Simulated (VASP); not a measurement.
# SnO: equation of state with PBE

The system is SnO.

```xyz
4
Lattice="3.8137 0.0000 0.0000 0.0000 3.8137 0.0000 0.0000 0.0000 4.8869" Properties=species:S:1:pos:R:3 pbc="T T T"
Sn    1.9068    0.0000    3.7367
Sn    0.0000    1.9068    1.1503
O     0.0000    0.0000    0.0000
O     1.9068    1.9068    0.0000
```

The cell is a database's computed one.

```json
{"Program": "VASP 6.6.1", "Task": "equation of state", "Functional": "PBE", "Potentials or basis": "VASP PAW PBE potentials, release 64 (Sn_d, O)", "Cutoff": "520 eV", "k mesh": "7 × 7 × 6", "Occupations": "fermi-dirac, width 0.05 eV", "Spin": "no spin polarisation", "Further INCAR settings": "ALGO = Normal; EDIFF = 1e-07; NBANDS = 28"}
```

```
Equilibrium volume                        : 18.55 Å³/atom
Bulk modulus at fixed shape and positions : 84 GPa
Pressure derivative of the bulk modulus   : 4.3
```

Energy against volume, from the lowest point:
| volume (Å³/atom) | energy (meV/atom) |
| --- | --- |
| 16.703 | 58.20 |
| 17.058 | 36.54 |
| 17.414 | 20.41 |
| 17.769 | 9.26 |
| 18.125 | 2.61 |
| 18.480 | 0.00 |
| 18.835 | 1.06 |

All runs of the series together: 9.3 min on 1 thread of Intel(R) Xeon(R) Platinum 8488C (Sapphire Rapids), with other jobs on the host.

Caveat: the cell was scaled at fixed shape and fractional positions, which overstates the stiffness of a crystal with free parameters, most of all of layers and chains.
